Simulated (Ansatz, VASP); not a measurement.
**Tc in VASP and in Ansatz**

INCAR

```
  PREC = Accurate
  ENCUT = 520
  EDIFF = 1E-7
  ISMEAR = 0
  SIGMA = 0.05
  LREAL = False
  LASPH = True
  NELM = 80
  ALGO = Normal
  ISIF = 2
  LWAVE = False
  LCHARG = False
  GGA = PE
  NBANDS = 12
```

Contents of KPOINTS:

```
regular mesh
0
Gamma
  8 8 8
```

File POSCAR:

```
Tc
1.0
    0.0000000000      1.9470836180      1.9470836180
    1.9470836180      0.0000000000      1.9470836180
    1.9470836180      1.9470836180      0.0000000000
Tc
1
Direct
    0.0000000000      0.0000000000      0.0000000000
```

Input for Ansatz:

```yaml
crystal:
  lattice:
    - [0.0, 1.947083618, 1.947083618]
    - [1.947083618, 0.0, 1.947083618]
    - [1.947083618, 1.947083618, 0.0]
  atoms:
    - { symbol: Tc, position: [0.0, 0.0, 0.0] }
basis:
  ecutwfc: 600
  ecutrho_ratio: 5
kpoints:
  mp_grid: { grid: [8, 8, 8] }
hamiltonian:
  xc: pbe
scf:
  occupations: { method: gaussian, width: 0.05 }
output:
  forces: true
  stress: true
  eigenvalues: true
```

Alike in both runs: task single point; functional PBE; k mesh 8 × 8 × 8; occupations gaussian, width 0.05 eV; no spin polarisation.

|  | VASP | Ansatz |
| --- | --- | --- |
| version | VASP 6.6.1 | Ansatz 0.2.0 |
| potentials or method | VASP PAW PBE potentials, release 64 (Tc_pv) | scalar-relativistic, plane waves, PAW |
| plane-wave cutoff (eV) | 520 | 600 |
| valence electrons in the cell | 13 | 15 |

Ansatz gave:

```
pressure (GPa) : -4.8
```

Which values does VASP return?

Pressure (GPa): -5.4.

With one functional, cell and mesh, what is left measures potentials, basis and numerics. The two sets of potentials don't hold the same shells in valence.
